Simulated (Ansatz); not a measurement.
**Ga under strains and displacements**

These are results of DFT PBEsol, scalar-relativistic, plane waves, PAW (Ansatz), not measurements.

Cutoff 420 eV; k points 16×12×10 on the computed 2-atom cell (Γ-centred); Gaussian smearing, width 0.10 eV; no spin polarisation.

Reference cell:

```yaml
crystal:
  lattice:
    - [2.77842, 0.00000, 0.00000]
    - [0.00000, 3.28161, 0.00000]
    - [-1.34343, 0.00000, 3.99027]
  atoms:
    - { symbol: Ga, position: [0.86540, 0.25000, 0.22983] }
    - { symbol: Ga, position: [0.13460, 0.75000, 0.77017] }
```

Each variant moves atoms of this cell by the vectors given, if any (Å), and then applies a symmetric strain (tensor components, Cartesian axes). The reference cell isn't relaxed at this level. Energies are per atom at zero smearing, counted from the lowest variant. Pressure is positive in compression.

1. strain (xx yy zz yz xz xy, %) -2.10 -0.88 -0.31 0.00 0.23 0.00; moves: Ga1 (-0.041, 0.000, 0.091); Ga2 (0.041, 0.000, -0.091)
2. strain (xx yy zz yz xz xy, %) -3.84 -3.89 2.14 0.00 0.33 0.00; moves: Ga1 (0.025, 0.000, 0.017); Ga2 (-0.025, 0.000, -0.017)
3. strain (xx yy zz yz xz xy, %) -0.70 1.41 1.18 -0.07 2.00 0.66; moves: Ga1 (0.005, 0.064, 0.077); Ga2 (-0.005, -0.064, -0.077)
4. strain (xx yy zz yz xz xy, %) 2.33 1.97 1.29 0.00 -2.00 0.00; moves: Ga1 (0.141, 0.000, 0.052); Ga2 (-0.141, 0.000, -0.052)
5. strain (xx yy zz yz xz xy, %) 3.24 3.70 -5.53 0.00 3.90 0.00; moves: Ga1 (0.030, 0.000, -0.004); Ga2 (-0.030, 0.000, 0.004)
6. strain (xx yy zz yz xz xy, %) -1.69 5.68 2.93 0.00 -0.28 0.00; moves: Ga1 (-0.100, 0.000, -0.009); Ga2 (0.100, 0.000, 0.009)
7. strain (xx yy zz yz xz xy, %) 3.30 6.12 2.94 0.00 0.41 0.00; moves: Ga1 (-0.034, 0.000, 0.094); Ga2 (0.034, 0.000, -0.094)

| result | ΔE (meV/atom) | P (GPa) | largest force (eV/Å) |
| --- | --- | --- | --- |
| A | 20.0 | -3.64 | 0.23 |
| B | 0.0 | 2.77 | 0.06 |
| C | 24.2 | -0.34 | 0.12 |
| D | 68.3 | -5.22 | 0.52 |
| E | 17.1 | -3.24 | 0.27 |
| F | 22.7 | 1.90 | 0.82 |
| G | 21.8 | -1.02 | 0.64 |

Problem. Which variant gave which result?

Solution. A is 6, B is 2, C is 5, D is 7, E is 4, F is 1, G is 3. The pressure falls as the cell grows: from the smallest volume to the largest the variants are 2, 1, 5, 3, 4, 6, 7.

This form isn't the element's structure at ambient conditions.